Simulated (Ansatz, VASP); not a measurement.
**One calculation of Os, two programs**

```
Os
1.0
    -1.53095    1.53095    1.53095
     1.53095   -1.53095    1.53095
     1.53095    1.53095   -1.53095
Os
1
Direct
  0.00000 0.00000 0.00000
```

This isn't the form of Os at room conditions, which is hcp.

Alike in both runs: functional PBEsol; k mesh 20 × 20 × 20; occupations gaussian, width 0.1 eV; no spin polarisation.

Ansatz relaxed the structure, and its values are those at the end. VASP's run is a single point on that final structure, the one shown.

|  | VASP | Ansatz |
| --- | --- | --- |
| version | VASP 6.6.1 | Ansatz 0.2.0 |
| potentials or method | VASP PAW PBE potentials, release 64 (Os) | scalar-relativistic, plane waves, PAW |
| plane-wave cutoff (eV) | 520 | 420 |
| valence electrons in the cell | 8 | 16 |

Ansatz gave:

```
gap on the k mesh at the Fermi level (eV) : none
pressure (GPa)                            : 0.0
```

Problem. Estimate VASP's values.

Solution. gap on the k mesh at the Fermi level (eV): none; pressure (GPa): 0.7.

A gap of «none» marks a metal or a gap that the smearing closes. The two sets of potentials don't hold the same shells in valence. Ansatz warned: «pseudo_functional_mismatch».

Caveats: the PAW data sets were made with another functional, which shifts forces and pressure a little (VASP). The runs have no spin-orbit coupling, so splittings on Os are missing.
